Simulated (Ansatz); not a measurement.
**Cu (simple hexagonal type): how the settings move a single-point run**

Aim: see which settings change the result for Cu (simple hexagonal type), by how much, and at what cost.

Computed with Ansatz 0.2.0 (reference: DFT, PBE, norm-conserving pseudopotentials, Ansatz's default files, scalar-relativistic, unless a step's input says otherwise).

## (1) The structure to begin with

The structure is hexagonal, space group P6/mmm (No. 191). The conventional cell has a = 1.923 Å, b = 1.923 Å, c = 1.829 Å, α = 90.00°, β = 90.00°, γ = 120.00°. Cu (site symmetry 6/mmm) has 8 Cu at 1.83 to 1.92 Å as nearest neighbours.

Structure file:

```
Cu
1.0
     1.92272    0.00000    0.00000
    -0.96136    1.66512    0.00000
     0.00000    0.00000    1.82877
Cu
1
Direct
  0.00000 0.00000 0.00000
```

## (2) Reference

File input.yaml:

```yaml
crystal:
  lattice:
    - [1.9227196688, 0.0, 0.0]
    - [-0.9613598344, 1.6651240776, 0.0]
    - [0.0, 0.0, 1.8287663595]
  atoms:
    - { symbol: Cu, position: [0.0, 0.0, 0.0] }
kpoints:
  mp_grid: { grid: [17, 17, 16] }
scf:
  occupations: { method: fermi_dirac, width: 0.05 }
hamiltonian:
  xc: pbe
  pseudopotentials: { kind: nc }
output:
  forces: true
  stress: true
  eigenvalues: true
```

On the command line:

```console
$ ansatz run input.yaml --threads 1 --pin off --max-ram 2048MiB --backend cpu --events-out ev --progress --plain --runs-dir out
```

## (3) Changing settings: xc_grid 4

Edit input.yaml of step 2 so:

```diff
@@ -18 +18,3 @@
   eigenvalues: true
+basis:
+  xc_grid: 4
```

## (4) Changing settings: ecutrho_ratio 12

Edit input.yaml of step 2 so:

```diff
@@ -18 +18,3 @@
   eigenvalues: true
+basis:
+  ecutrho_ratio: 12
```

What does the calculation give? Wanted: for each run, ending; energy change; pressure; gap; force.

The runs gave:

| run | ending | energy change | pressure (GPa) | gap (eV) | force (eV/Å) | cycles | time |
| --- | --- | --- | --- | --- | --- | --- | --- |
| reference | converged | 0 | 661.8 | 0.00 | 0.00 | 7 | 6 s |
| 1: xc_grid 4 | converged | 0.0 meV/atom | 661.8 | 0.00 | 0.00 | 7 | 6 s |
| 2: ecutrho_ratio 12 | converged | 0.0 meV/atom | 661.8 | 0.00 | 0.00 | 7 | 6.4 s |

Residual by cycle in the longest SCF loop of each run; runs are numbered as in the table. The quantity is the density residual dr2, in eV.

```
cycle  reference    run 1    run 2
    1      0.969    0.969    0.969
    2      0.066    0.066    0.066
    3    0.00828  0.00828  0.00828
    4     2.6e-4   2.6e-4   2.6e-4
    5     1.5e-6   1.5e-6   1.5e-6
    6     2.2e-9   2.2e-9   2.2e-9
    7    7.3e-12  6.9e-12  7.2e-12
```

Of the converged runs whose energies compare with the reference's, none moves it noticeably. The structure is not at rest: the sound run finds 662 GPa, so these are no properties of the relaxed crystal. 
